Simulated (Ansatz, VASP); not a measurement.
# One calculation of In, two programs

```
In
1.0
     0.00000    2.33972    2.33972
     2.33972    0.00000    2.33972
     2.33972    2.33972    0.00000
In
1
Direct
  0.00000 0.00000 0.00000
```

Alike in both runs: functional PBEsol; k mesh 16 × 16 × 16; occupations gaussian, width 0.1 eV; no spin polarisation.

Ansatz relaxed the structure, and its values are those at the end. VASP's run is a single point on that final structure, the one shown.

|  | VASP | Ansatz |
| --- | --- | --- |
| version | VASP 6.6.1 | Ansatz 0.2.0 |
| potentials or method | VASP PAW PBE potentials, release 64 (In_d) | scalar-relativistic, plane waves, PAW |
| plane-wave cutoff (eV) | 520 | 420 |
| valence electrons in the cell | 13 | 13 |

|  | VASP | Ansatz | Ansatz less VASP |
| --- | --- | --- | --- |
| gap on the k mesh at the Fermi level (eV) | none | none | - |
| pressure (GPa) | 0.0 | 0.0 | +0.02 |

A gap of «none» marks a metal or a gap that the smearing closes. The functional is the same, so the differences come from potentials, cutoffs and numerics.

Caveats: the PAW data sets were made with another functional, which shifts forces and pressure a little (VASP).
